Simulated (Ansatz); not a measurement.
Crystal: BaH2.

```
Ba H
1.0
     4.46203    0.00000    0.00000
    -2.23101    3.86423    0.00000
     0.00000    0.00000    6.05529
Ba H
2 4
Direct
  0.33333 0.66667 0.25000
  0.66667 0.33333 0.75000
  0.00000 0.00000 0.00000
  0.00000 0.00000 0.50000
  0.66667 0.33333 0.25000
  0.33333 0.66667 0.75000
```

The cell comes from a database or a generator and needn't be the stable form of this composition.

```yaml
Program: Ansatz 0.2.0
Task: relaxation of cell and atoms
Functional: PBEsol
Potentials_or_basis: Ansatz PAW
Cutoff: "420 eV (not typed: the program's choice for these potentials)"
k_mesh: 7 × 7 × 5
Occupations: fermi-dirac, width 0.05 eV
Spin: no spin polarisation
```

At the start: volume 17.40 Å³/atom.

Q: Where does the relaxation end?

A: It ends after 6 steps and the volume is 16.08 Å³/atom (-7.6 %); space group P6_3/mmc (No. 194, to 0.05 Å).

Step by step:
| step | energy change (eV) | largest force (eV/Å) | volume (Å³) |
| --- | --- | --- | --- |
| 1 | 0.0000 | 0.0000 | 104.41 |
| 2 | -0.0437 | 0.0000 | 93.76 |
| 3 | -0.0633 | 0.0000 | 97.02 |
| 4 | -0.0642 | 0.0000 | 96.61 |
| 5 | -0.0643 | 0.0000 | 96.49 |
| 6 | -0.0618 | 0.0000 | 96.49 |

Final structure:
```
CELL_PARAMETERS angstrom
4.38457 0.00000 0.00000
-2.19228 3.79714 0.00000
0.00000 0.00000 5.79571
ATOMIC_POSITIONS crystal
Ba 0.33333 0.66667 0.25000
Ba 0.66667 0.33333 0.75000
H 0.00000 0.00000 0.00000
H 0.00000 0.00000 0.50000
H 0.66667 0.33333 0.25000
H 0.33333 0.66667 0.75000
```

Caveat: the plane-wave basis is chosen anew once the cell has moved, so the energies of steps on either side of that aren't comparable; the PAW data sets come from PBE, with cores solved anew for the run's functional, which leaves a small shift of forces and pressure.
